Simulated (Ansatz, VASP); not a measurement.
## GaN: VASP beside Ansatz

Wanted: the spread between two codes on one cell, functional and k mesh.

Calculated with Ansatz 0.2.0; plane waves, with VASP 6.6.1 beside it; relaxation of cell and atoms at r2SCAN.

The database entry behind the starting cell differs from later determinations by our own check (about 0.3 % short, ideal inner coordinate), so it need not match the best structure at ambient conditions.

**1. Set-up**

The structure is hexagonal, space group P6_3mc (No. 186). The conventional cell has a = 3.180 Å, b = 3.180 Å, c = 5.166 Å, α = 90.00°, β = 90.00°, γ = 120.00°. Nearest to Ga lie 4 N at 1.94 to 1.95 Å. Nearest to N lie 4 Ga at 1.94 to 1.95 Å. Farther neighbours and most contacts between anions are not listed.

Coordinates:

```xyz
4
Lattice="3.1800 0.0000 0.0000 -1.5900 2.7540 0.0000 0.0000 0.0000 5.1660" Properties=species:S:1:pos:R:3 pbc="T T T"
Ga    0.0000    1.8360    0.0000
Ga    1.5900    0.9180    2.5830
N     0.0000    1.8360    1.9373
N     1.5900    0.9180    4.5203
```

**2. VASP: relaxation of cell and atoms, r2SCAN**

The relaxed volume is the usual yardstick between codes: its relative difference is about their pressure difference at one cell divided by the bulk modulus.

Lines of VASP's logs that name or quote its potential files are left out, and so is its time.

Contents of INCAR:

```
SYSTEM = GaN
PREC = Accurate
ENCUT = 520
EDIFF = 1E-06
NELM = 100
ISMEAR = 0
SIGMA = 0.05
LREAL = .FALSE.
ALGO = Normal
METAGGA = R2SCAN
LASPH = .TRUE.
NBANDS = 24
LORBIT = 11
LWAVE = .FALSE.
LCHARG = .FALSE.
KPAR = 4
IBRION = 2
NSW = 60
ISIF = 3
EDIFFG = -0.01
```

Contents of POSCAR:

```
GaN
1.0
    3.1800000000      0.0000000000      0.0000000000
   -1.5900000000      2.7539607840      0.0000000000
    0.0000000000      0.0000000000      5.1660000000
Ga N
2 2
Direct
    0.3333333333      0.6666666667      0.0000000000
    0.6666666667      0.3333333333      0.5000000000
    0.3333333333      0.6666666667      0.3750000000
    0.6666666667      0.3333333333      0.8750000000
```

Contents of KPOINTS:

```
Automatic mesh
0
Gamma
7 7 4
0 0 0
```

Potentials, in the order of the species: Ga_d and N (PBE family, release 64).

Started as:

```sh
$ mpirun -np 4 vasp_std
```

Numbers of over 12 decimals in the logs are rounded to 6 here.

The program printed:

```text
[banner, memory and clock lines left out]
running    4 mpi-ranks, on    1 nodes
 distrk:  each k-point on    1 cores,    4 groups
 distr:  one band on    1 cores,    1 groups

 POSCAR found type information on POSCAR GaN
 POSCAR found :  2 types and       4 ions
|                                                                             |
|               ----> ADVICE to this user running VASP <----                  |
|                                                                             |
|     You enforced a specific xc type in the INCAR file but a different       |
|     [... a line on the potential file left out ...]
|     I HOPE YOU KNOW WHAT YOU ARE DOING!                                     |
|                                                                             |

 LDA part: xc-table for (None), standard interpolation
 POSCAR, INCAR and KPOINTS ok, starting setup
 FFT: planning ... GRIDC
 FFT: planning ... GRID_SOFT
 FFT: planning ... GRID
 WAVECAR not read
 entering main loop
       N       E                     dE             d eps       ncg     rms          rms(c)
DAV:   1     0.251300275220E+03    0.25130E+03   -0.18848E+04  1272   0.290E+03
DAV:   2    -0.214013144079E+02   -0.27270E+03   -0.26065E+03  1296   0.531E+02
DAV:   3    -0.527309656790E+02   -0.31330E+02   -0.31110E+02  1336   0.145E+02
DAV:   4    -0.536567876985E+02   -0.92582E+00   -0.92475E+00  1584   0.280E+01
DAV:   5    -0.536713697946E+02   -0.14582E-01   -0.14580E-01  1344   0.313E+00    0.102E+01
DAV:   6    -0.435762809433E+02    0.10095E+02   -0.89407E+00  1952   0.549E+01    0.311E+00
DAV:   7    -0.437955486362E+02   -0.21927E+00   -0.20547E+00  1280   0.109E+01    0.266E+00
DAV:   8    -0.438184816869E+02   -0.22933E-01   -0.11045E-01  1640   0.716E+00    0.703E-01
DAV:   9    -0.438150739915E+02    0.34077E-02   -0.46194E-02  1872   0.318E+00    0.162E-01
DAV:  10    -0.438153117487E+02   -0.23776E-03   -0.48310E-03  1776   0.791E-01    0.665E-02
DAV:  11    -0.438154511016E+02   -0.13935E-03   -0.40158E-04  1240   0.177E-01    0.254E-02
DAV:  12    -0.438154632662E+02   -0.12165E-04   -0.24464E-05  1640   0.857E-02    0.136E-02
DAV:  13    -0.438154607210E+02    0.25452E-05   -0.45685E-06  1408   0.353E-02    0.768E-03
DAV:  14    -0.438154601338E+02    0.58724E-06   -0.32971E-06  1232   0.152E-02
   1 F= -.43815460E+02 E0= -.43815460E+02  d E =-.438155E+02
[...]
2 F= -.43814873E+02 E0= -.43814873E+02  d E =0.587502E-03
[...]
3 F= -.43820150E+02 E0= -.43820150E+02  d E =-.469026E-02
[...]
4 F= -.43820147E+02 E0= -.43820147E+02  d E =-.468736E-02
[...]
5 F= -.43820203E+02 E0= -.43820203E+02  d E =-.553856E-04
 trial-energy change:   -0.000055  1 .order   -0.000044   -0.000088   -0.000001
 step:   0.9022(harm=  0.9064)  dis= 0.00091  next Energy=   -43.820203 (dE=-0.554E-04)
 bond charge predicted
       N       E                     dE             d eps       ncg     rms          rms(c)
DAV:   1    -0.438202028005E+02    0.70630E-06   -0.92244E-07   728   0.106E-02    0.158E-03
DAV:   2    -0.438202026072E+02    0.19330E-06   -0.13505E-07   632   0.542E-03
   6 F= -.43820203E+02 E0= -.43820203E+02  d E =-.551159E-04
 curvature:  -0.37 expect dE=-0.150E-04 dE for cont linesearch -0.179E-06
 trial: gam= 0.35051 g(F)=  0.277E-07 g(S)=  0.402E-04 ort = 0.690E-05 (trialstep = 0.898E+00)
 search vector abs. value=  0.573E-04
 reached required accuracy - stopping structural energy minimisation
```

Parts of OUTCAR (step 2):

```text
ion  position               nearest neighbor table
   1  0.333  0.667  0.000-   3 1.94   4 1.95   4 1.95   4 1.95
   2  0.667  0.333  0.500-   4 1.94   3 1.95   3 1.95   3 1.95
   3  0.333  0.667  0.375-   1 1.94   2 1.95   2 1.95   2 1.95
   4  0.667  0.333  0.875-   2 1.94   1 1.95   1 1.95   1 1.95

  LATTYP: Found a hexagonal cell.
 ALAT       =     3.1800000000
 C/A-ratio  =     1.6245283019

 Subroutine GETGRP returns: Found 12 space group operations
 (whereof  6 operations were pure point group operations)

The static configuration has the point symmetry C_3v.
 The point group associated with its full space group is C_6v.

 Found     24 irreducible k-points:

   k-points           NKPTS =     24   k-points in BZ     NKDIM =     24   number of bands    NBANDS=     24

   dimension x,y,z NGX =    24 NGY =   24 NGZ =   40
   dimension x,y,z NGXF=    48 NGYF=   48 NGZF=   80

   ENCUT  =  520.0 eV  38.22 Ry    6.18 a.u.   5.91  5.91  9.61*2*pi/ulx,y,z

   NELECT =      36.0000    total number of electrons

 k-points in reciprocal lattice and weights: Automatic mesh
   0.00000000  0.00000000  0.00000000       0.005
   0.14285714  0.00000000  0.00000000       0.031
   0.28571429 -0.00000000  0.00000000       0.031
   0.42857143  0.00000000  0.00000000       0.031
   0.14285714  0.14285714  0.00000000       0.031
   0.28571429  0.14285714  0.00000000       0.061
   0.42857143  0.14285714  0.00000000       0.031
   0.28571429  0.28571429  0.00000000       0.031
   0.00000000  0.00000000  0.25000000       0.010
[...]
0.42857143  0.14285714  0.50000000       0.031
   0.28571429  0.28571429  0.50000000       0.031

 average (electrostatic) potential at core
       1 -68.2906       2 -68.2906       3 -64.9491       4 -64.9491

 E-fermi :   5.3316

 k-point     1 :       0.0000    0.0000    0.0000
  band No.  band energies     occupation
    ...
     14       3.9868      2.00000
     15       3.9868      2.00000
     16       5.0070      2.00000
     17       5.0469      2.00000
     18       5.0469      2.00000
     19       7.3517      0.00000
     20       9.8289      0.00000
     21      14.9703      0.00000
     22      15.6070      0.00000
     23      15.6070      0.00000
    ...

 k-point     2 :       0.1429    0.0000    0.0000
  band No.  band energies     occupation
    ...
     14       2.6597      2.00000
     15       3.5853      2.00000
     16       3.6431      2.00000
     17       4.7967      2.00000
     18       4.8623      2.00000
     19       8.6157      0.00000
     20      10.8995      0.00000
     21      14.1059      0.00000
     22      14.7644      0.00000
     23      16.0989      0.00000
    ...

 k-point     3 :       0.2857   -0.0000    0.0000
  band No.  band energies     occupation
    ...
     14       0.5039      2.00000
     15       1.6453      2.00000
     16       2.8268      2.00000
     17       4.1048      2.00000
     18       4.4210      2.00000
     19      10.1038      0.00000
     20      11.4811      0.00000
     21      12.6757      0.00000
     22      14.1572      0.00000
     23      16.0012      0.00000
    ...

  Total        0.0373590      0.0373590     -0.0233179      0.0000000      0.0000000      0.0000000
  in kB        1.3090917      1.3090917     -0.8170800      0.0000000      0.0000000      0.0000000
  external PRESSURE =       0.6003678 kB  Pullay stress =       0.0000000 kB

  energy-cutoff  :      520.00
  volume of cell :       45.72
      direct lattice vectors                 reciprocal lattice vectors
     3.188184486  0.000000000  0.000000000     0.313658135  0.181090609  0.000000000
    -1.594092243  2.761048756 -0.000000000     0.000000000  0.362181217  0.000000000
    -0.000000000  0.000000000  5.194192238    -0.000000000  0.000000000  0.192522717

 POSITION                                       TOTAL-FORCE (eV/Angst)
 -----------------------------------------------------------------------------------
     -0.00000      1.84070      5.19002         0.000000     -0.000000     -0.000379
      1.59409      0.92035      2.59293        -0.000000      0.000000     -0.000379
     -0.00000      1.84070      1.95199         0.000000      0.000000      0.000379
      1.59409      0.92035      4.54909         0.000000      0.000000      0.000379
 -----------------------------------------------------------------------------------
    total drift:                                0.000002      0.000004      0.036672

  FREE ENERGIE OF THE ION-ELECTRON SYSTEM (eV)
  ---------------------------------------------------
  free  energy   TOTEN  =       -43.8202026072 eV

  energy  without entropy=      -43.8202026072  energy(sigma->0) =      -43.82020261

 reached required accuracy - stopping structural energy minimisation

 total charge
# of ion       s       p       d       tot
------------------------------------------
    1        0.754   0.875  10.191  11.820
    2        0.754   0.875  10.191  11.820
    3        1.232   2.544   0.000   3.776
    4        1.232   2.544   0.000   3.776
--------------------------------------------------
tot          3.971   6.840  20.381  31.192

[... 3 further parts left out ...]
```

CONTCAR:

```
GaN
   1.00000000000000
     3.1881844855000070    0.0000000000000000    0.0000000000000000
    -1.5940922427500035    2.7610487563596449   -0.0000000000000000
    -0.0000000000000000    0.0000000000000000    5.1941922383137458
  Ga              N
     2     2
Direct
     0.3333333332999970    0.6666666667000030    0.9991975712505734
     0.6666666667000030    0.3333333332999970    0.4991975712505734
     0.3333333332999970    0.6666666667000030    0.3758024287494266
     0.6666666667000030    0.3333333332999970    0.8758024287494266
```

The run keeps the 12 symmetry operations of its start, so it cannot find a distortion of lower symmetry.

**3. Ansatz: relaxation of cell and atoms, r2SCAN**

Ansatz runs on its default PAW (the set named soft_2) files.

The same cell, functional, mesh and smearing now go to Ansatz, which takes its cutoff from its data sets.

Contents of input.yaml:

```yaml
crystal:
  lattice:
    - [3.18, 0.0, 0.0]
    - [-1.59, 2.753960784, 0.0]
    - [0.0, 0.0, 5.166]
  atoms:
    - { symbol: Ga, position: [0.3333333333, 0.6666666667, 0.0] }
    - { symbol: Ga, position: [0.6666666667, 0.3333333333, 0.5] }
    - { symbol: "N", position: [0.3333333333, 0.6666666667, 0.375] }
    - { symbol: "N", position: [0.6666666667, 0.3333333333, 0.875] }
hamiltonian:
  xc: r2scan
  pseudopotentials: { kind: paw }
kpoints:
  mp_grid: { grid: [7, 7, 4] }
scf:
  occupations: { method: gaussian, width: 0.05 }
relax:
  f_tol: 0.01
  max_steps: 60
  cell: { stress_tol: 0.05 }
output:
  forces: true
  stress: true
```

Started as:

```sh
$ ansatz run input.yaml --threads 4 --pin off --max-ram 9216MiB --backend cpu --events-out ev --progress --plain --runs-dir out
```

The program printed:

```text
Engine: ansatz 0.2.0, aarch64-unknown-linux-gnu
Pseudopotentials: kind: paw
Pseudopotential: Ga, paw, valence charge 13, recommended cutoff 500 eV (meta_gga), Ga.paw.azcp
Pseudopotential: N, paw, valence charge 5, recommended cutoff 500 eV (meta_gga), N.paw.azcp
Functional definition: r2SCAN
  parameter k0 = 0.174
  parameter k1 = 0.065
  parameter a1 = 4.9479
  exchange = r2scan_x(k0 = k0, k1 = k1, a1 = a1)
  correlation = r2scan_c
Crystal: 4 atoms, lattice volume = 45.242 Å³
Basis set: ecut = 500 eV, 1129 PW (Γ), exchange–correlation on 96×96×160 points (64 copies of the dense FFT grid, shifted against one another)
Bands: 22, of which v1, the nominal top of the filled ones, is band 18 counted from 1 (17 counted from 0)
Symmetry: 12 space group operations
Space group: P63mc (ITA 186), of the structure as read, at distance tolerance 3.6e-5 Å
k-points: 24 of 196 (time reversal used)
Non-local potential: Ga, projectors of the file, l = 0: 2, l = 1: 2, l = 2: 3, l = 3: 1
Non-local potential: N, projectors of the file, l = 0: 2, l = 1: 2, l = 2: 1
PAW form: soft (Blöchl's): semilocal exchange-correlation on the pseudo side does not see the compensation charge
PAW frozen core: Ga, regenerated for the run's functional (the file was generated under x = pbe(κ = 0.804, μ = 0.219515), c = pbe(β = 0.066725))
PAW frozen core: N, regenerated for the run's functional (the file was generated under x = pbe(κ = 0.804, μ = 0.219515), c = pbe(β = 0.066725))
PAW one-centre angular grid: Ga, 590 points (default); XC on 160 Gauss nodes
PAW one-centre angular grid: N, 302 points (default); XC on 160 Gauss nodes
Initial density: superposition of atomic densities (neutral atoms: chi_scale 0, normalization atom), corrected by the library's trained network
Initial wavefunctions: pseudopotential atomic-orbital guess
Functional: x = r2scan, c = r2scan; τ floored in thin density (d = 2e-4 eV/Å³)
SCF iter   1: F=—  HF=-8352.706710 eV  |F-HF|=—  |Δ(HF+E_count)|=         —  Δρ=1.25e-2  dr2=2.68e-2  dr2_τ=1.95e-1  ethr=1.77e-3  ⟨swp⟩=5.0  Hψ=2138  notcnv=0
preconditioner: auto → Resta (q_TF=auto, 2.626 Å⁻¹)  ε∞=4.5  [insulator: Δε(μ)=2.343 eV  Ē_g=17.685 eV  σ=0.050 eV  W_gap=1.00  n_scr=22 (ndim 8)  ℏωp=33.1 eV  f_vac=0.008  D(μ)=0.00/eV (n_scr^D=0)  ε∞_Penn≈4.5]
SCF iter   2: F=—  HF=-8352.771251 eV  |F-HF|=—  |Δ(HF+E_count)|=   6.45e-2  Δρ=5.89e-3  dr2=9.54e-3  dr2_τ=3.15e-4  ethr=7.44e-5  ⟨swp⟩=2.0  Hψ=1248  notcnv=0
SCF iter   3: F=—  HF=-8352.770714 eV  |F-HF|=—  |Δ(HF+E_count)|=   5.38e-4  Δρ=3.71e-3  dr2=2.67e-3  dr2_τ=8.84e-5  ethr=2.65e-5  ⟨swp⟩=2.2  Hψ=925  notcnv=0
SCF iter   4: F=—  HF=-8352.770730 eV  |F-HF|=—  |Δ(HF+E_count)|=   1.65e-5  Δρ=3.02e-4  dr2=2.17e-5  dr2_τ=8.02e-6  ethr=7.42e-6  ⟨swp⟩=2.0  Hψ=959  notcnv=0
SCF iter   5: F=—  HF=-8352.770753 eV  |F-HF|=—  |Δ(HF+E_count)|=   2.26e-5  Δρ=1.28e-4  dr2=3.92e-6  dr2_τ=4.15e-7  ethr=6.02e-8  ⟨swp⟩=2.1  Hψ=919  notcnv=0
SCF iter   6: F=—  HF=-8352.770757 eV  |F-HF|=—  |Δ(HF+E_count)|=   4.33e-6  Δρ=3.28e-5  dr2=5.16e-7  dr2_τ=2.33e-8  ethr=1.09e-8  ⟨swp⟩=2.6  Hψ=960  notcnv=0
SCF iter   7: F=—  HF=-8352.770757 eV  |F-HF|=—  |Δ(HF+E_count)|=   4.77e-9  Δρ=1.68e-5  dr2=1.25e-7  dr2_τ=7.63e-9  ethr=2.78e-10  ⟨swp⟩=5.0  Hψ=2024  notcnv=0
SCF iter   8: F=-8352.770757 eV  HF=-8352.770757 eV  |F-HF|=1.28e-8  |Δ(HF+E_count)|=   2.08e-8  Δρ=7.11e-6  dr2=2.27e-8  dr2_τ=3.60e-10  ethr=2.78e-10  ⟨swp⟩=4.0  Hψ=1635  notcnv=0
SCF 1 converged in 8 iterations: F = -8352.770757 eV  dr2 = 2.27e-8
  greatest PAW one-centre occupation: 0.995 electrons in one spin orbital (limit 2), on the Ga atom at site 0 (counted from 0), in its partial waves of l = 2
relax step   1: F+E_penalty+E_count = -8352.77075710 eV  Δ(F+E_penalty+E_count) = +0.000e0 eV  max|allowed force component| = 1.416e-1 eV/Å  Δτ_max = 0.0000 Å  P = +1.064 GPa  Ω = 45.242 Å³  (8 SCF iters, dr2 threshold 1.00e-7 eV, accepted)
[...]
relax step   2: F+E_penalty+E_count = -8352.77225441 eV  Δ(F+E_penalty+E_count) = -1.497e-3 eV  max|allowed force component| = 1.003e-1 eV/Å  Δτ_max = 0.0008 Å  P = +0.406 GPa  Ω = 45.389 Å³  energy of the carried Pulay correction = -9.161e-5 eV  (5 SCF iters, dr2 threshold 4.00e-7 eV, accepted)
[...]
relax step   3: F+E_penalty+E_count = -8352.77303724 eV  Δ(F+E_penalty+E_count) = -7.828e-4 eV  max|allowed force component| = 2.724e-2 eV/Å  Δτ_max = 0.0026 Å  P = -0.102 GPa  Ω = 45.505 Å³  energy of the carried Pulay correction = -1.639e-4 eV  (5 SCF iters, dr2 threshold 4.00e-7 eV, accepted)
[...]
relax step   4: F+E_penalty+E_count = -8352.77312437 eV  Δ(F+E_penalty+E_count) = -8.713e-5 eV  max|allowed force component| = 1.752e-4 eV/Å  Δτ_max = 0.0013 Å  P = +0.002 GPa  Ω = 45.482 Å³  energy of the carried Pulay correction = -1.493e-4 eV  (5 SCF iters, dr2 threshold 5.36e-8 eV, accepted)
[...]
relax step   5: F+E_penalty+E_count = -8352.77325561 eV  Δ(F+E_penalty+E_count) = -1.312e-4 eV  max|allowed force component| = 1.762e-4 eV/Å  Δτ_max = 0.0000 Å  P = +0.004 GPa  Ω = 45.482 Å³  stress off target by 4.29e-3 GPa  SCF on the basis re-selected at this cell (its energy is not comparable with the rows above)  (5 SCF iters)
basis re-selected at this cell: Δ(F+E_penalty+E_count) = -1.312e-4 eV, ΔP = +0.002 GPa vs the last step (what re-selecting the basis moved, of the pressure what is left beyond the Pulay correction that the steps carried, after the strain that the cell walked since its last selection, with what the two solves' SCF thresholds leave and, on support functions, any second-order correction that the steps lacked; it is no m [...]
SCF converged after 5 iterations
Free energy (F): -8352.773256 eV
Harris-Foulkes:  -8352.773256 eV  (|F-HF|=1.27e-11)
Internal energy: -8352.773256 eV  (E = F + TS)
E sigma→0 (E₀):  -8352.773256 eV
Fermi energy:    10.664084 eV
--- Per-component energies (eV) ---
  E_band       = -29.612649
  E_kinetic    = 494.380243
  E_local      = -3903.955191  (includes V_loc(G=0)·N_el)
  E_nonlocal   = 952.981330
  E_hartree    = 1801.747851
  E_xc         = -243.548502
  E_vxc        = -287.264369  (∫ρ·V_xc dr)
  E_paw        = -4274.781389  (= ΣΔE_a)
  E_vpaw       = -904.931527  (= ΣTr[D̂ρ^β])
  E_aug_tail   = -0.000045  (compensation charges beyond the density's cutoff)
  E_vtau       = 15.681311  (kinetic-family band-sum trace: ∫τ·v_τ [+ j·A + Jᵃ·Aᵃ] dr)
  E_ewald      = -3178.232284
  E_core_change = -1.365269  (= ΣΔE_core)
  E_smearing   = -0.000000  (= −TS)
  E_closure    = -0.000000  (closes the sum)
  Σ components = -8352.773256   (vs F -8352.773256, Δ=0.00e0)
--- Forces (eV/Å), atoms counted from 1 ---
  atom   1  Ga     0.00000000    -0.00000000     0.00018252
  atom   2  Ga    -0.00000000    -0.00000000     0.00018252
  atom   3  N      0.00000000    -0.00000000    -0.00016990
  atom   4  N     -0.00000000     0.00000000    -0.00016990
  max |Σ_I F_I| component: 2.52e-5 eV/Å
--- Stress (GPa, compression-positive) ---
        0.003403       0.000000       0.000000
        0.000000       0.003403       0.000000
        0.000000       0.000000       0.004293
  P = ⅓ Tr σ = 0.0037 GPa (0.037 kbar)
--- Relaxed structure (4 steps of the walk, 4 accepted, 1 SCFs on fresh bases) ---
  F+E_penalty+E_count = -8352.77325561 eV   max|allowed force component| = 1.762e-4 eV/Å   (the final SCF, on the basis selected at the relaxed cell)
  cell:  # Å, volume = 45.4817 Å³
    - [3.183121, 0, 1.772932152745445e-18]
    - [-1.591561, 2.756664, -8.864660763727249e-19]
    - [2.880178459478102e-18, 0, 5.183217]
  atoms:
    - { symbol: Ga, position: [0.333333, 0.666667, -0.000895608] }
    - { symbol: Ga, position: [0.666667, 0.333333, 0.499104] }
    - { symbol: N, position: [0.333333, 0.666667, 0.375896] }
    - { symbol: N, position: [0.666667, 0.333333, 0.875896] }
```

Elapsed: 7.2 s, on 4 threads of Arm Neoverse V1, shared host; peak memory 0.46 GiB; 26 s of CPU time.

**4. Side by side**

Known differences besides the potentials themselves: VASP keeps PBE cores, Ansatz makes them for the functional; both relaxations stop at a tolerance, which leaves soft axes loose, and VASP keeps its plane-wave basis; the cutoff is 500 eV in Ansatz and 520 eV in VASP; Ansatz adds a Pulay correction to the stress that steers its cell, VASP none. Total energies have different zeros and are not compared.

Both answers:

| quantity | Ansatz | VASP | difference |
| --- | --- | --- | --- |
| volume (Å³) | 45.48 | 45.72 | -0.53 % |
| edge a after relaxation, in the typed setting (Å) | 3.183 | 3.188 | -0.16 % |
| edge c after relaxation, in the typed setting (Å) | 5.183 | 5.194 | -0.21 % |

The walks stopped with 0.00 GPa left in Ansatz and 0.06 GPa in VASP; each walk ends within a tolerance, so the volume difference is uncertain by about these residues over the bulk modulus, most in soft cells.

**5. Results**

```json
{
  "difference in volume (relaxation of cell and atoms, r2SCAN)": "-0.53 %"
}
```

**Reading.** The difference in volume is -0.53 % (relaxation of cell and atoms, r2SCAN), within the 1.2 % picked in this series as the mark of a large difference, as far as the stopping tolerances let one tell. Such differences can come from data sets, numerical settings and the points named under the comparisons, not from the functional's error against experiment.

[Lines on the potential files, build, host, timing and source positions are cut from VASP's logs without a mark.]

[Logs are printed without paths, hosts, clocks, repeated set-up lines and the standing remarks that a program may print on its own settings, such as how far it seeks lower states.]

[Hosts, paths, dates, database ids (printed as entryN), source tags and the programs' standing remarks are cut or masked in the printed files.]
